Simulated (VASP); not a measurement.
## InAs: single point with PBEsol

**Measured values to compare with.**

A printed reference work, data compilation reports, for a bulk crystal of InAs at 4.2 K: band gap 0.418 eV (direct).

InAs:

```
In As
1.0
     0.00000    3.01800    3.01800
     3.01800    0.00000    3.01800
     3.01800    3.01800    0.00000
In As
1 1
Cartesian
  0.0000 0.0000 0.0000
  1.5090 1.5090 1.5090
```

- Program: VASP 6.6.1
- Task: single point
- Functional: PBEsol
- Potentials or basis: VASP PAW PBE potentials, release 64 (In_d, As)
- Cutoff: 500 eV
- k mesh: 12 × 12 × 12
- Occupations: gaussian, width 0.1 eV
- Spin: no spin polarisation
- Dipole correction: no
- Further INCAR settings: ALGO = Normal; EDIFF = 1e-06; NBANDS = 16

```
Pressure               : 1.6 GPa
Band gap on the k mesh : zero (filled and empty bands touch)
```

Levels at points of the mesh, in eV from the Fermi level:
```csv
k point,band 7,band 8,band 9,band 10,band 11,band 12
"(0.00, 0.00, 0.00)",-0.31,-0.06,-0.06,-0.06,3.80,3.80
"(0.50, 0.00, 0.00)",-5.90,-1.06,-1.06,0.83,4.57,4.57
"(0.50, 0.50, 0.00)",-5.96,-2.42,-2.42,1.37,1.92,9.05
```

It took 22 s on 1 thread of Intel(R) Xeon(R) Platinum 8488C (Sapphire Rapids), on a shared host, peak memory 0.21 GiB.

Measured gap of InAs: 0.418 eV (direct; 4.2 K; a printed reference work, data compilation). This calculation gives 0.00 eV (-0.42 eV). Spin-orbit coupling on As, In is left out. The value is that of PBEsol on a finite k mesh, which can miss the band edges, without temperature or zero-point motion. Semilocal functionals fall short of measured gaps as a rule.

Caveat: the PAW data sets were made with another functional, which shifts forces and pressure a little; spin-orbit coupling is left out, which moves the levels of the heavy elements.
